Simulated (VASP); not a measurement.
# A VASP 6.6.1 single-point calculation on Sn

INCAR

```
IBRION = -1
NELM = 53
LWAVE = .FALSE.
ISIF = 2
ISMEAR = -1
LASPH = .TRUE.
NSW = 0
EDIFF = 1E-7
LCHARG = .FALSE.
ENCUT = 520
SIGMA = 0.02
PREC = Accurate
LREAL = .FALSE.
ALGO = Normal
NBANDS = 21
METAGGA = R2SCAN
```

KPOINTS

```
KPOINTS created by Atomic Simulation Environment
0
Gamma
3 3 3
0 0 0
```

POSCAR

```
Sn
 1.0000000000000000
     0.0000000000000000    6.2067300000000003    6.2067300000000003
     6.2067300000000003    0.0000000000000000    6.2067300000000003
     6.2067300000000003    6.2067300000000003    0.0000000000000000
 Sn
   2
Cartesian
 -0.0000000000000000 -0.0000000000000000 -0.0000000000000000
  3.1033650000000002  3.1033650000000002  3.1033650000000002
```

The recommended PBE PAW datasets give the neutral cell 28 valence electrons.

Command

```
mpirun -np 1 vasp_std
```

OSZICAR

```
N       E                     dE             d eps       ncg     rms          rms(c)
DAV:   1     0.114534740930E+03    0.11453E+03   -0.11885E+04   216   0.976E+02
DAV:   2    -0.343495846119E+02   -0.14888E+03   -0.14703E+03   196   0.234E+02
DAV:   3    -0.460658326386E+02   -0.11716E+02   -0.11580E+02   198   0.840E+01
DAV:   4    -0.465069459620E+02   -0.44111E+00   -0.43989E+00   188   0.183E+01
DAV:   5    -0.465332994911E+02   -0.26354E-01   -0.26353E-01   230   0.398E+00    0.898E-01
DAV:   6    -0.422457157790E+02    0.42876E+01   -0.12343E+00   168   0.153E+01    0.777E-01
DAV:   7    -0.422429960703E+02    0.27197E-02   -0.14959E-02   178   0.145E+00    0.498E-01
DAV:   8    -0.422567501520E+02   -0.13754E-01   -0.47147E-02   168   0.221E+00    0.139E-01
DAV:   9    -0.422593197314E+02   -0.25696E-02   -0.71517E-03   173   0.476E-01    0.132E-01
DAV:  10    -0.422602515962E+02   -0.93186E-03   -0.49209E-03   168   0.825E-01    0.769E-02
DAV:  11    -0.422601751941E+02    0.76402E-04   -0.10927E-03   168   0.365E-01    0.218E-02
DAV:  12    -0.422601972558E+02   -0.22062E-04   -0.31833E-04   168   0.192E-01    0.213E-02
DAV:  13    -0.422601965100E+02    0.74589E-06   -0.82719E-05   168   0.982E-02    0.430E-03
DAV:  14    -0.422601993803E+02   -0.28703E-05   -0.31208E-06   200   0.109E-02    0.108E-03
DAV:  15    -0.422601991530E+02    0.22726E-06   -0.15912E-06   173   0.132E-02    0.155E-03
DAV:  16    -0.422601992941E+02   -0.14108E-06   -0.18554E-07   136   0.457E-03    0.296E-04
   1 F= -.42260199E+02 E0= -.42247903E+02  d E =-.245917E-01
```

Standard output (part)

```
POSCAR found type information on POSCAR Sn
 POSCAR found :  1 types and       2 ions
 LDA part: xc-table for (None), standard interpolation
 POSCAR, INCAR and KPOINTS ok, starting setup
 WAVECAR not read
 entering main loop
 hard stop encountered!  aborting job ...
|     The electronic self-consistency was not achieved in the given           |
|     number of steps (NELM). The forces and other quantities evaluated       |
|     might not be reliable so examine the results carefully. If you find     |
|     spurious results, we suggest increasing NELM, if you were close to      |
|     convergence or switching to a different ALGO or adjusting the           |
|     density mixing parameters otherwise.                                    |
 soft stop encountered!  aborting job ...
 deleting file STOPCAR
```

It was cut off at its time limit.

Q: Why shouldn't this run be trusted?

A: Cell typed in bohr. It was cut off at its time limit.
